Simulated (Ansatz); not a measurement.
**NiO2 in Ansatz: the effect of functional**

The system is NiO2.

```
Ni O
1.0
     1.41141    0.81488    7.02048
    -1.41141    0.81488    7.02048
     0.00000   -1.62976    7.02048
Ni O
1 2
Cartesian
  0.0000 0.0000 0.0000
  0.0000 0.0000 7.9778
  0.0000 0.0000 13.0836
```

The cell comes from a database or a generator and needn't be the stable form of this composition.

The cell isn't the ideal one: volume scaled by 1.02.

Alike in all runs:

- Program: Ansatz 0.2.0
- Task: single point
- Potentials or basis: Ansatz PAW
- k mesh: 11 × 11 × 11
- Occupations: fermi-dirac, width 0.05 eV
- Spin: collinear spin, ferromagnetic start
- Starting moments: [1.0, 0.0, 0.0] μB

| functional | cutoff | gap on the mesh (eV) | pressure (GPa) | largest force (eV/Å) |
| --- | --- | --- | --- | --- |
| LDA | 420 eV (not typed: the program's choice for these potentials) | ? | ? | ? |
| PBEsol | 420 eV (not typed: the program's choice for these potentials) | 1.22 | -6.0 | 0.75 |
| r2SCAN | 500 eV (not typed: the program's choice for these potentials) | 1.74 | -6.6 | 0.72 |

Q: What does the run with functional LDA give?

A: gap on the mesh 1.16 eV; pressure -10.0 GPa; largest force 1.21 eV/Å.

Caveats: odd divisions of the mesh miss points on the zone boundary, where band edges often lie, so the gap on the mesh can be too wide; the PAW data sets come from PBE, with cores solved anew for the run's functional, which leaves a small shift of forces and pressure; the starting moments weren't kept; forces of over 1 eV/Å show positions far from the minimum, so gaps and moduli don't describe the material at rest (some runs); the magnetic or orbital state may not be the lowest (some runs).

A k mesh can miss the band edges.

Runs at the PBE level aren't shown here.
